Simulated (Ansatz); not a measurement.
TaC (space group Fm-3m) relaxed with several functionals in Ansatz (plane waves to 420 eV, scalar-relativistic PAW, no spin-orbit coupling, symmetry kept). The database cell has 10.99 Å³/atom; its temperature or method isn't stated, so the comparison with it is no error of the functional. No moments.

| functional | conventional cell | V (Å³/atom) | against the database cell (%) | gap on mesh (eV) | largest moment (μB) |
| --- | --- | --- | --- | --- | --- |
| PBE | a = 4.475 Å, b = 4.475 Å, c = 4.475 Å, α = 90.00°, β = 90.00°, γ = 90.00° | 11.20 | 2.0 | 0.00 | 0.00 |
| PBEsol | a = 4.440 Å, b = 4.440 Å, c = 4.440 Å, α = 90.00°, β = 90.00°, γ = 90.00° | 10.94 | -0.4 | 0.00 | 0.00 |
| PBE+D3(BJ) | a = 4.445 Å, b = 4.445 Å, c = 4.445 Å, α = 90.00°, β = 90.00°, γ = 90.00° | 10.98 | -0.1 | 0.00 | 0.00 |